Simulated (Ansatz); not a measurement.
# What tensor shear ε_yz = −1.30 % does to ZrO2

Take ZrO$_{2}$ in the fluorite structure (space group Fm-3m, No. 225; a = 5.089 Å) as the base. Axes: x, y, z lie along the cube axes.

It is then changed as follows: tensor shear ε_yz = −1.30 % (engineering shear γ = -0.0260), atoms relaxed at fixed cell.

Calculations: r2SCAN in Ansatz (plane waves to 500 eV, PAW, no spin-orbit coupling), earlier PAW set. Settings: 11×11×11 k-points, 0.05 eV Fermi–Dirac smearing.

- Volume per atom: 10.98 Å³ (base 10.98 Å³)
- Space group: Immm (No. 71) (base Fm-3m (No. 225))
- Shortest interatomic distance: 2.190 Å (base 2.204 Å)
- Energy relative to the base (free energy F): +1.6 meV/atom
- Pressure (mean of the normal stresses, compression positive): 0.9 kbar (base -0.1 kbar)
- Band gap: 3.88 eV (base 3.89 eV)
- Gap character: indirect, X → Γ
- Smallest direct gap: 4.29 eV (base 4.29 eV)
- Valley order (the lowest conduction-band minima on the path, energy above the VBM, named in the base's zone): Γ 3.88 eV; a point along [01-1], about 0.9 Å⁻¹ from Γ 4.20 eV; X along [100] 4.29 eV; X along [010] 4.29 eV (base Γ 3.89 eV; a point along ⟨110⟩, about 0.8 Å⁻¹ from Γ 4.29 eV; X along ⟨100⟩ 4.29 eV; L along ⟨111⟩ 4.49 eV)
- Stress (xx, yy, zz, yz, xz, xy; compression positive): (0.07, 0.11, 0.11, 1.83, 0.00, 0.00) GPa

Final structure:

```
CELL_PARAMETERS angstrom
      0.00000     2.51149     2.51149
      2.54457    -0.03308     2.54457
      2.54457     2.54457    -0.03308
ATOMIC_POSITIONS crystal
  Zr 0.00000 0.00000 0.00000
  O  0.24825 0.25175 0.25175
  O  0.75175 0.74825 0.74825
```

The cells carry an imposed strain or load. No phonon test of stability was made. This is not the structure that ZrO2 has at room temperature and ambient pressure. k-point labels follow each cell's own Brillouin zone.

Ansatz is an electronic-structure program.
